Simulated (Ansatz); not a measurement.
**Changed inputs in constrained RPA: TiBr3 (honeycomb trihalide sheet)**

Wanted: the sensitivity and cost of U and J for TiBr3 (honeycomb trihalide sheet).

Program: Ansatz 0.2.0. Level of theory: constrained RPA on PBE, plane waves, PAW. Results are calculated unless marked as measured.

## Step 1: Set-up

The cell holds 8 atoms: 2 Ti and 6 Br. Cell: a = 6.409 Å, b = 6.409 Å, c = 29.635 Å, α = 90.0°, β = 90.0°, γ = 120.0°. Vacuum lies along c.

Coordinates:

```cif
data_structure
_symmetry_space_group_name_H-M 'P 1'
_symmetry_Int_Tables_number 1
_cell_length_a 6.4093
_cell_length_b 6.4093
_cell_length_c 29.6352
_cell_angle_alpha 90.000
_cell_angle_beta 90.000
_cell_angle_gamma 120.000
_cell_volume 1054.28
loop_
_atom_site_label
_atom_site_type_symbol
_atom_site_fract_x
_atom_site_fract_y
_atom_site_fract_z
_atom_site_occupancy
Ti1 Ti 0.33333 0.66667 0.31917 1
Ti2 Ti 0.66667 0.33333 0.31917 1
Br3 Br 0.34830 0.00000 0.37032 1
Br4 Br 0.00000 0.34830 0.37032 1
Br5 Br 0.65170 0.65170 0.37032 1
Br6 Br 0.65170 0.00000 0.26802 1
Br7 Br 0.00000 0.65170 0.26802 1
Br8 Br 0.34830 0.34830 0.26802 1
```

The structure was relaxed with PBE. The structure was generated from a model, not taken from a measurement. The runs that relaxed it are not among those shown. The program's search for lower electronic states was switched off, so nothing shows that the state found is the lowest. The default PAW set here is soft_2. Its files were made with PBE. The Coulomb interaction is cut off across the vacuum.

## Step 2: Base: Ti t2g, bands v1 to c5, 6×6×1 mesh, medium accuracy

Constrained RPA screens the interaction with every transition except those inside the target bands, which a later many-body model would treat itself.

input.yaml

```yaml
crystal:
  lattice:
    - [-2.61656988, -2.61656988, 5.23313976]
    - [5.23313976, -2.61656988, -2.61656988]
    - [17.1098907, 17.1098907, 17.1098907]
  atoms:
    - { symbol: Ti, position: [0.3333333333, 0.6666666667, 0.3191744952] }
    - { symbol: Ti, position: [0.6666666667, 0.3333333333, 0.3191744952] }
    - { symbol: Br, position: [0.3483015123, 0.0, 0.370324631] }
    - { symbol: Br, position: [0.0, 0.3483015123, 0.370324631] }
    - { symbol: Br, position: [0.6516984877, 0.6516984877, 0.370324631] }
    - { symbol: Br, position: [0.6516984877, 0.0, 0.2680243594] }
    - { symbol: Br, position: [0.0, 0.6516984877, 0.2680243594] }
    - { symbol: Br, position: [0.3483015123, 0.3483015123, 0.2680243594] }
  periodic: [true, true, false]
kpoints:
  mp_grid: { grid: [6, 6, 1] }
hamiltonian:
  xc: pbe
scf:
  occupations: { method: gaussian, width: 0.08 }
  n_extra_bands: 24
  max_iter: 150
  lower_state_search: "off"
output:
  crpa:
    kmesh: [6, 6, 1]
    target_bands: [v1, c5]
    projections: [{ species: Ti, l: d, shell: 3, orbitals: [dxz, dyz, dxy] }]
  local_orbitals:
    kmesh: [12, 12, 1]
    orbitals: [{ species: Ti, l: d, shell: 3, orbitals: [dxz, dyz, dxy] }]
    window: { bands: [v1, c5] }
    seedname: lo
```

Launch:

```sh
$ ansatz run input.yaml --threads 4 --pin off --max-ram 14745MiB --backend cpu --events-out ev --progress --plain --runs-dir out
```

Numbers of over 12 decimals in the logs are rounded to 6 here.

What it wrote:

```text
scf.n_extra_bands = 24 over 33 filled bands (N_el = 66.0): the run solves 57 bands
Engine: ansatz 0.2.0, aarch64-unknown-linux-gnu
Pseudopotentials: kind: paw
Pseudopotential: Ti, paw, valence charge 12, recommended cutoff 420 eV (normal), Ti.paw.azcp
Pseudopotential: Br, paw, valence charge 7, recommended cutoff 420 eV (normal), Br.paw.azcp
Functional definition: PBE
  parameter kappa = 0.804
  parameter beta = 0.066725
  exchange = pbe_x(kappa = kappa, mu = beta*pi^2/3)
  correlation = pbe_c(beta = beta)
Crystal: 8 atoms, lattice volume = 1054.276 Å³
Basis set: ecut = 420 eV, 20667 PW (Γ)
Bands: 57, of which v1, the nominal top of the filled ones, is band 33 counted from 1 (32 counted from 0)
Symmetry: 12 space group operations
Space group: P-31m (ITA 162), of the structure as read, at distance tolerance 1.0e-4 Å
k-points: 7 of 36
Non-local potential: Ti, projectors of the file, l = 0: 3, l = 1: 2, l = 2: 3, l = 3: 1
Non-local potential: Br, projectors of the file, l = 0: 2, l = 1: 2, l = 2: 2
PAW form: soft (Blöchl's): semilocal exchange-correlation on the pseudo side does not see the compensation charge
PAW one-centre angular grid: Ti, 590 points (default); XC on 64 Gauss nodes
PAW one-centre angular grid: Br, 110 points (default); XC on 64 Gauss nodes
Initial density: superposition of atomic densities (neutral atoms: chi_scale 0, normalization atom), corrected by the library's trained network
Initial wavefunctions: pseudopotential atomic-orbital guess
Functional: x = pbe(κ = 0.804, μ = 0.219515), c = pbe(β = 0.066725)
SCF iter   1: F=—  HF=-21707.907123 eV  |F-HF|=—  |Δ(HF+E_count)|=         —  Δρ=1.08e-3  dr2=7.16e-3  ethr=1.77e-3  ⟨swp⟩=11.7  Hψ=2842  notcnv=0  defer=44
preconditioner: auto → LDOS  [metal: Δε(μ)=0.041 eV  Ē_g=10.710 eV  σ=0.080 eV  W_gap=0.28  n_scr=94 (ndim 8)  ℏωp=8.1 eV  f_vac=0.763  D(μ)=16.94/eV (n_scr^D=94)  β→1.0]
SCF iter   2: F=—  HF=-21707.909777 eV  |F-HF|=—  |Δ(HF+E_count)|=   2.65e-3  Δρ=6.27e-4  dr2=5.70e-3  ethr=1.08e-5  ⟨swp⟩=3.1  Hψ=831  notcnv=0  defer=99
SCF iter   3: F=—  HF=-21707.908994 eV  |F-HF|=—  |Δ(HF+E_count)|=   7.83e-4  Δρ=3.09e-4  dr2=1.73e-3  ethr=8.64e-6  ⟨swp⟩=1.6  Hψ=404  notcnv=0  defer=99
SCF iter   4: F=—  HF=-21707.908873 eV  |F-HF|=—  |Δ(HF+E_count)|=   1.21e-4  Δρ=1.88e-4  dr2=4.91e-4  ethr=2.61e-6  ⟨swp⟩=1.7  Hψ=304  notcnv=0  defer=99
SCF iter   5: F=—  HF=-21707.908882 eV  |F-HF|=—  |Δ(HF+E_count)|=   8.60e-6  Δρ=6.79e-5  dr2=8.25e-5  ethr=7.44e-7  ⟨swp⟩=2.3  Hψ=455  notcnv=0  defer=99
SCF iter   6: F=—  HF=-21707.908904 eV  |F-HF|=—  |Δ(HF+E_count)|=   2.23e-5  Δρ=1.29e-5  dr2=3.07e-6  ethr=1.25e-7  ⟨swp⟩=2.6  Hψ=500  notcnv=0  defer=99
[...]
cRPA screening: q 18/36 (q-point 10)
cRPA screening: q 22/36 (q-point 11)
cRPA screening: q 26/36 (q-point 12)
cRPA screening: q 28/36 (q-point 15)
cRPA screening: q 30/36 (q-point 16)
cRPA screening: q 34/36 (q-point 17)
cRPA screening: q 36/36 (q-point 22)
SCF converged after 8 iterations
Free energy (F): -21707.908906 eV
Harris-Foulkes:  -21707.908906 eV  (|F-HF|=2.22e-8)
Internal energy: -21707.855034 eV  (E = F + TS)
E sigma→0 (E₀):  -21707.881970 eV
Entropy (-TS):   -0.053872 eV (-6.734 meV/atom)
Fermi energy:    -4.719997 eV
--- Per-component energies (eV) ---
  E_band       = -1290.318490
  E_kinetic    = 1338.934992
  E_local      = -69169.937084  (includes V_loc(G=0)·N_el)
  E_nonlocal   = 438.797091
  E_hartree    = 33686.586042
  E_xc         = -1778.961755
  E_vxc        = -861.437665  (∫ρ·V_xc dr)
  E_paw        = -15574.571094  (= ΣΔE_a)
  E_vpaw       = -409.835445  (= ΣTr[D̂ρ^β])
  E_aug_tail   = 0.000211  (compensation charges beyond the density's cutoff)
  E_ewald      = 29351.296563
  E_smearing   = -0.053872  (= −TS)
  E_closure    = -0.000000  (closes the sum)
  Σ components = -21707.908906   (vs F -21707.908906, Δ=0.00e0)
--- Band table (eV; the first three rows and the last of 7) ---
  k-point 0: bands = [... 29 lower, -7.3728, -6.9442, -6.9442, -4.5723, -4.5723, -4.4860, -4.4249, -4.2618, ... 20 higher]
  k-point 1: bands = [... 29 lower, -7.3942, -7.3189, -7.0377, -4.6365, -4.5278, -4.5244, -4.3129, -4.2862, ... 20 higher]
  k-point 2: bands = [... 29 lower, -7.4884, -7.4032, -7.1477, -4.7338, -4.6944, -4.4623, -4.3497, -4.2025, ... 20 higher]
  k-point 6: bands = [... 29 lower, -7.6153, -7.3556, -7.3556, -4.7766, -4.7766, -4.6073, -4.3949, -4.1030, ... 20 higher]
  the weakly bound empty levels are not read free of the cell's end (no_gap_told)
--- cRPA (band scheme, projected local orbitals): target bands 33..38 (1-based), 6 Wannier function(s), 6×6×1 mesh, 76 bands' worth read of 81 solved, ecut_chi 136.0 eV, v(q+G=0) probe_charge, pair densities all_electron ---
  bands read: the sum over 76 bands ends inside a degenerate multiplet in 1 slot, whose members it reads at an even weight; the widest, k=0: bands 76 to 77 (counted from 1) at 1/2 each
  χ-basis size per q: N_G = 3729..3834
  window electrons = 2.0000, filled by tetrahedron_uncorrected; constrained ε̄⁻¹(q = 0, 0) head = 0.729342; min gauge Gram eig = 0.7799
  Kanamori averages over each shell's own Wannier functions (sites counted from 0, functions from 1):
  Each shell's averages of U are screened by what lies outside the whole window alone: parameters of one model of all the shells.
    Site 0, 3D, 3 of 5 d orbitals (Wannier functions 1, 2, 3; wannier90's mr 2, 3, 5):
      screened: U = 4.1348 eV, U' = 3.3406 eV, J = 0.3781 eV
      screened, to within: U = 1.5e-2 eV, U' = 1.5e-2 eV, J = 5.9e-4 eV
      bare: V = 14.5122 eV, V' = 13.4562 eV, J = 0.5110 eV
    Site 1, 3D, 3 of 5 d orbitals (Wannier functions 4, 5, 6; wannier90's mr 2, 3, 5):
      screened: U = 4.1348 eV, U' = 3.3406 eV, J = 0.3781 eV
      screened, to within: U = 1.5e-2 eV, U' = 1.5e-2 eV, J = 5.9e-4 eV
      bare: V = 14.5122 eV, V' = 13.4562 eV, J = 0.5110 eV
  Hermiticity witness max|P − P†| over intra, direct and exchange elements: 8.88e-15 eV (screened), 5.71e-17 eV (bare)
  Reality witness max|Im| over intra, direct and exchange elements: 1.37e-16 eV (screened), 3.68e-16 eV (bare)
```

Elapsed: 25 min, on 4 threads of Arm Neoverse V2, shared host; peak memory 6 GiB.

Reading the cycles: dr2 is the Hartree energy of the density residual (eV), the measure of convergence; HF is the Harris–Foulkes estimate of the energy, which meets the free energy F at convergence.

Numbers from this step:

```yaml
u: 4.135 eV
u_prime_inter_orbital: 3.341 eV
j: 0.3781 eV
bare_v: 14.51 eV
bare_j: 0.5110 eV
stated_bound_on_u: 0.01404 eV
u_over_bare_v: 0.2849
electrons_in_the_window: 2.000
head_of_the_constrained_inverse_dielectric_matrix: 0.7293
least_eigenvalue_of_the_projection_s_overlap: 0.7799
target_functions: 6
bands_in_the_sums: 76
r_m_s_miss_of_the_model_bands: 2.66e-6 eV
width_of_the_target_bands: 0.7273 eV
weight_of_the_projected_orbitals_in_the_window: 0.8740
```

On the Ti t2g shell, screening brings the on-site interaction from 14.5 eV down to U = 4.13 eV.

## Step 3: Changed: 3×3×1 mesh

Edit input.yaml of step 2 so:

```diff
@@ -26,9 +26,4 @@
   crpa:
-    kmesh: [6, 6, 1]
+    kmesh: [3, 3, 1]
     target_bands: [v1, c5]
     projections: [{ species: Ti, l: d, shell: 3, orbitals: [dxz, dyz, dxy] }]
-  local_orbitals:
-    kmesh: [12, 12, 1]
-    orbitals: [{ species: Ti, l: d, shell: 3, orbitals: [dxz, dyz, dxy] }]
-    window: { bands: [v1, c5] }
-    seedname: lo
```

What it wrote:

```text
[...]
Crystal: 8 atoms, lattice volume = 1054.276 Å³
Basis set: ecut = 420 eV, 20667 PW (Γ)
Bands: 57, of which v1, the nominal top of the filled ones, is band 33 counted from 1 (32 counted from 0)
[... 1 set-up line as in the run before ...]
[...]
k-points: 7 of 36
[...]
SCF iter   1: F=—  HF=-21707.907123 eV  |F-HF|=—  |Δ(HF+E_count)|=         —  Δρ=1.08e-3  dr2=7.16e-3  ethr=1.77e-3  ⟨swp⟩=11.7  Hψ=2842  notcnv=0  defer=44
[...]
SCF iter   8: F=-21707.908906 eV  HF=-21707.908906 eV  |F-HF|=2.22e-8  |Δ(HF+E_count)|=   1.87e-7  Δρ=1.18e-6  dr2=1.33e-8  ethr=1.52e-10  ⟨swp⟩=27.6  Hψ=3002  notcnv=0
SCF 1 converged in 8 iterations: F = -21707.908906 eV  dr2 = 1.33e-8
[...]
NSCF: frozen V_eff on 3 k-points
[...]
cRPA screening: q 1/9
cRPA screening: q 2/9
cRPA screening: q 6/9 (q-point 5)
cRPA screening: q 8/9 (q-point 6)
SCF converged after 8 iterations
[...]
k-point 1: bands = [... 29 lower, -7.3942, -7.3189, -7.0377, -4.6365, -4.5278, -4.5244, -4.3129, -4.2862, ... 20 higher]
  k-point 2: bands = [... 29 lower, -7.4884, -7.4032, -7.1477, -4.7338, -4.6944, -4.4623, -4.3497, -4.2025, ... 20 higher]
  k-point 6: bands = [... 29 lower, -7.6153, -7.3556, -7.3556, -4.7766, -4.7766, -4.6073, -4.3949, -4.1030, ... 20 higher]
  the weakly bound empty levels are not read free of the cell's end (no_gap_told)
[...]
χ-basis size per q: N_G = 3729..3834
[...]
Site 0, 3D, 3 of 5 d orbitals (Wannier functions 1, 2, 3; wannier90's mr 2, 3, 5):
      screened: U = 4.1378 eV, U' = 3.3431 eV, J = 0.3781 eV
      screened, to within: U = 1.6e-2 eV, U' = 1.6e-2 eV, J = 7.0e-4 eV
      bare: V = 14.5355 eV, V' = 13.4792 eV, J = 0.5112 eV
    Site 1, 3D, 3 of 5 d orbitals (Wannier functions 4, 5, 6; wannier90's mr 2, 3, 5):
      screened: U = 4.1378 eV, U' = 3.3431 eV, J = 0.3781 eV
      screened, to within: U = 1.6e-2 eV, U' = 1.6e-2 eV, J = 7.0e-4 eV
      bare: V = 14.5355 eV, V' = 13.4792 eV, J = 0.5112 eV
[...]
[key lines of the parts left out:]
Free energy (F): -21707.908906 eV
Fermi energy:    -4.719997 eV
```

It took 4.1 min on 4 threads; peak memory 5.1 GiB; 15 min of CPU time.

This step gave:

- U: 4.138 eV
- U prime (inter-orbital): 3.343 eV
- J: 0.3781 eV
- bare V: 14.54 eV
- bare J: 0.5112 eV
- stated bound on U: 0.01592 eV
- U over bare V: 0.2847
- electrons in the window: 2.000
- head of the constrained inverse dielectric matrix: 0.6837
- least eigenvalue of the projection's overlap: 0.7888
- target functions: 6
- bands in the sums: 76
- width of the target bands: 0.7273 eV
- weight of the projected orbitals in the window: 0.8740

On the Ti t2g shell, screening brings the on-site interaction from 14.5 eV down to U = 4.14 eV.

## Step 4: Side by side

Times are wall times on 4 threads of Arm Neoverse V2, shared host, good to a factor of about two.

| run | bare V (eV) | U (eV) | J (eV) | bound on U (eV) | width (eV) | time |
| --- | --- | --- | --- | --- | --- | --- |
| target window | 14.51 | 4.135 | 0.378 | 0.0140 | 0.73 | 25 min |
| 3×3×1 mesh | 14.54 | 4.138 | 0.378 | 0.0159 | 0.73 | 4.1 min |

## Step 5: Outcome

```yaml
target_window: U 4.13 eV, J 0.38 eV
3x3x1_mesh: U 4.14 eV, J 0.38 eV
```

What this shows: 3×3×1 mesh moves U by +0.003 eV (within the solver's bounds, for the mean over orbitals) at 0.17 times the time. The printed bound covers the solver alone, not the mesh, and no denser mesh than the base was run. The parent state is non-magnetic and the interaction static (zero frequency); U depends on the window and the orbitals, so it belongs to this model alone.

[Paths, hosts, dates, memory and timing lines, banners, echoed tables and standing remarks are left out of the program output.]

[Logs are printed without paths, hosts, clocks, repeated set-up lines and the standing remarks that a program may print on its own settings, such as how far it seeks lower states.]

[Runs of the session that timed out or met a known fault of the program may be left out.]

[Hosts, paths, dates, database ids (printed as entryN), source tags and the programs' standing remarks are cut or masked in the printed files.]
